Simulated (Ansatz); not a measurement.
TiAl:

```xyz
2
Lattice="2.8673 0.0000 0.0000 -1.4336 2.4831 0.0000 0.0000 0.0000 4.6781" Properties=species:S:1:pos:R:3 pbc="T T T"
Ti    0.0000    0.0000    0.0000
Al    0.0000    1.6554    2.3390
```

The cell comes from a database or a generator and needn't be the stable form of this composition.

* Program: Ansatz 0.2.0
* Task: relaxation of cell and atoms
* Functional: HSEsol
* Potentials or basis: Ansatz PAW
* Cutoff: 420 eV (not typed: the program's choice for these potentials)
* k mesh: 6 × 6 × 3
* Occupations: fermi-dirac, width 0.05 eV
* Spin: no spin polarisation

At the start: volume 16.65 Å³/atom.

Where does the relaxation end?

It ends after 5 steps and the volume is 16.22 Å³/atom (-2.6 %); space group P-6m2 (No. 187, to 0.05 Å).

Step by step:
| step | energy change (eV) | largest force (eV/Å) | volume (Å³) |
| --- | --- | --- | --- |
| 1 | 0.0000 | 0.0000 | 33.31 |
| 2 | -0.0009 | 0.0000 | 31.63 |
| 3 | -0.0119 | 0.0000 | 32.48 |
| 4 | -0.0119 | 0.0000 | 32.45 |
| 5 | -0.0117 | 0.0000 | 32.45 |

Final structure:
```
CELL_PARAMETERS angstrom
2.85487 0.00000 0.00000
-1.42744 2.47239 0.00000
0.00000 0.00000 4.59694
ATOMIC_POSITIONS crystal
Ti 0.00000 0.00000 0.00000
Al 0.33333 0.66667 0.50000
```

Caveat: the k mesh is coarse (spacing up to 0.45 Å⁻¹), so the values aren't converged, least of all with exact exchange; the plane-wave basis is chosen anew once the cell has moved, so the energies of steps on either side of that aren't comparable; the PAW data sets come from PBE, with cores solved anew for the run's functional, which leaves a small shift of forces and pressure.
